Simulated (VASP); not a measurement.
Crystal: BN.

```xyz
2
Lattice="0.0000 1.8130 1.8130 1.8130 0.0000 1.8130 1.8130 1.8130 0.0000" Properties=species:S:1:pos:R:3 pbc="T T T"
N     0.9065    0.9065    0.9065
B     0.0000    0.0000    0.0000
```

The cell is a database's computed one.

- Program: VASP 6.6.1
- Task: relaxation of cell and atoms
- Functional: HSE06
- Potentials or basis: VASP PAW PBE potentials, release 64 (N, B)
- Cutoff: 600 eV
- k mesh: 7 × 7 × 7
- Occupations: fermi-dirac, width 0.05 eV
- Spin: no spin polarisation

At the start: pressure -9.2 GPa; volume 5.96 Å³/atom.

Problem. Where does the relaxation end?

Solution. Over 3 steps the energy falls by 4.1 meV/atom and the volume is 5.82 Å³/atom (-2.3 %); space group F-43m (No. 216, to 0.05 Å).

Step by step:
```csv
step,energy change (eV),largest force (eV/Å),pressure (GPa),volume (Å³)
1,0.0000,0.0000,-9.21,11.92
2,0.0022,0.0000,11.14,11.34
3,-0.0082,0.0000,-0.04,11.64
```

Final structure:
```cif
data_structure
_symmetry_space_group_name_H-M 'P 1'
_symmetry_Int_Tables_number 1
_cell_length_a 2.5439
_cell_length_b 2.5439
_cell_length_c 2.5439
_cell_angle_alpha 60.000
_cell_angle_beta 60.000
_cell_angle_gamma 60.000
_cell_volume 11.64
loop_
_atom_site_label
_atom_site_type_symbol
_atom_site_fract_x
_atom_site_fract_y
_atom_site_fract_z
_atom_site_occupancy
N1 N 0.25000 0.25000 0.25000 1
B1 B 0.00000 0.00000 0.00000 1
```

Caveat: the k mesh is coarse (spacing up to 0.43 Å⁻¹), so the values aren't converged, least of all with exact exchange; the PAW data sets were made with another functional, which shifts forces and pressure a little.
